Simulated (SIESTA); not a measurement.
# Cl under changes of volume

One of the cells (29.048 Å³/atom); the others are scaled copies at fixed shape and fractional positions:

```
Cl
1.0
     3.14500   -2.25000    0.00000
     3.14500    2.25000    0.00000
     0.00000    0.00000    8.21000
Cl
4
Direct
  0.37000 0.63000 0.40000
  0.13000 0.87000 0.90000
  0.63000 0.37000 0.60000
  0.87000 0.13000 0.10000
```

* Program: SIESTA 5.4.2
* Functional: LDA
* Potentials or basis: PseudoDojo 0.4 standard (LDA files)
* Basis: DZP (energy shift 0.003 Ry)
* Grid cutoff: 800 Ry
* Energy shift: 0.003 Ry
* k mesh: 7 × 7 × 4
* Occupations: fermi-dirac, width 0.05 eV
* Spin: no spin polarisation

| volume (Å³/atom) | energy over the lowest point (meV/atom) | pressure (GPa) | gap on the mesh (eV) | largest force (eV/Å) |
| --- | --- | --- | --- | --- |
| 27.305 | 0.00 | -0.7 | 2.56 | 1.392 |
| 27.886 | 3.65 | -1.3 | 2.47 | 1.086 |
| 28.467 | 9.63 | -1.9 | 2.39 | 0.801 |
| 29.048 | 17.67 | -2.5 | 2.31 | 0.537 |
| 29.629 | 27.54 | -3.0 | 2.24 | 0.299 |
| 30.210 | ? | ? | ? | ? |
| 30.791 | 51.96 | -3.7 | 2.10 | 0.210 |

What does the run at 30.210 Å³/atom give?

Energy over the lowest point 39.03 meV/atom; pressure -3.4 GPa; gap on the mesh 2.17 eV; largest force 0.124 eV/Å.

Worked out: A Birch-Murnaghan fit of order 3 (a polynomial in V^(-2/3)) to the other rows has its minimum at 26.80 Å³/atom, just outside them, with B0 = V·E''(V) = 37 GPa and B' = 4.6 at fixed shape and positions, which overstates the stiffness. It gives 39.03 meV/atom at 30.210 Å³/atom, against the run's 39.03, and -dE/dV = -3.4 GPa, against -3.4. A straight line through the other rows of the gap, of slope -3.81 eV per unit of ln V, gives 2.17 eV, against the run's 2.17.

Energies are extrapolated to zero smearing.

Caveats: an odd mesh through Γ misses points on the zone boundary, where band edges often lie; the basis of atomic orbitals isn't converged, which shifts pressures, moduli and gaps; forces of over 1 eV/Å show positions far from the minimum, so gaps and moduli don't describe the material at rest (some runs).
